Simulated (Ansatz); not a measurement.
# ZrO2: how the settings move a single-point run

Question: which choices in the input matter for ZrO2?

Program: Ansatz 0.2.0. Level of theory: reference: DFT, PBE, plane-wave PAW, default files, scalar-relativistic. These are calculated values, not measurements.

### 1 The structure to begin with

It takes space group Fm-3m (No. 225, cubic). Conventional cell: a = 5.090 Å, b = 5.090 Å, c = 5.090 Å, α = 90.00°, β = 90.00°, γ = 90.00°. Zr (site symmetry m-3m) has 8 O at 2.20 Å as nearest neighbours. O (site symmetry -43m) is surrounded by 4 Zr at 2.20 Å.

Coordinates:

```cif
data_structure
_symmetry_space_group_name_H-M 'Fm-3m'
_symmetry_Int_Tables_number 225
_cell_length_a 5.0901
_cell_length_b 5.0901
_cell_length_c 5.0901
_cell_angle_alpha 90.000
_cell_angle_beta 90.000
_cell_angle_gamma 90.000
_cell_volume 131.88
loop_
_atom_site_label
_atom_site_type_symbol
_atom_site_symmetry_multiplicity
_atom_site_Wyckoff_symbol
_atom_site_fract_x
_atom_site_fract_y
_atom_site_fract_z
_atom_site_occupancy
Zr1 Zr 4 a 0.00000 0.00000 0.00000 1
O1 O 8 c 0.25000 0.75000 0.75000 1
```

### 2 Baseline

The input, input.yaml:

```yaml
crystal:
  lattice:
    - [0.0, 2.5450727058, 2.5450727058]
    - [2.5450727058, 0.0, 2.5450727058]
    - [2.5450727058, 2.5450727058, 0.0]
  atoms:
    - { symbol: Zr, position: [0.0, 0.0, 0.0] }
    - { symbol: O, position: [0.25, 0.25, 0.25] }
    - { symbol: O, position: [0.75, 0.75, 0.75] }
kpoints:
  mp_grid: { grid: [6, 6, 6] }
scf:
  occupations: { method: fermi_dirac, width: 0.02 }
hamiltonian:
  xc: pbe
  pseudopotentials: { kind: paw }
output:
  forces: true
  stress: true
  populations: true
  efg:
    quadrupole_moments_barn: { Zr: -0.176, O: -0.02558 }
    contact_densities: true
```

Started as:

```sh
ansatz run input.yaml --threads 1 --pin off --max-ram 2560MiB --backend cpu --events-out ev --progress --plain --runs-dir out
```

### 3 Changed: mp_grid.grid [9, 9, 9]

Edit input.yaml of step 2 so:

```diff
@@ -10,3 +10,3 @@
 kpoints:
-  mp_grid: { grid: [6, 6, 6] }
+  mp_grid: { grid: [9, 9, 9] }
 scf:
```

**Question.** What will these runs give? Wanted: for each run, ending; energy change; pressure; gap; force.

**Answer**, as computed:

| run | ending | energy change | pressure (GPa) | gap (eV) | force (eV/Å) | cycles | time |
| --- | --- | --- | --- | --- | --- | --- | --- |
| reference | converged | 0 | 3.7 | 3.36 | 0.00 | 6 | 2.3 s |
| 1: mp_grid.grid [9, 9, 9] | converged | +0.1 meV/atom | 3.7 | 3.41 | 0.00 | 6 | 2.8 s |

Residual by cycle in the longest SCF loop of each run; runs are numbered as in the table. The quantity is the density residual dr2, in eV.

```
cycle  reference   run 1
    1     0.0011  0.0011
    2     6.0e-4  6.2e-4
    3     1.8e-5  1.8e-5
    4     1.5e-6  1.5e-6
    5     2.2e-8  1.7e-8
    6     1.6e-9  1.1e-9
```

What this shows: Changing the k-point mesh moves the energy by +0.1 meV/atom, and the gap on the mesh goes from 3.36 to 3.41 eV. The energy is not variational in the mesh, so the sign tells nothing. A gap read on a mesh depends on which points the mesh holds, and a coarse mesh shifts the density too.

The gaps are Kohn-Sham values of a semilocal functional, not quasiparticle or optical gaps. Such gaps usually fall short of the measured ones.
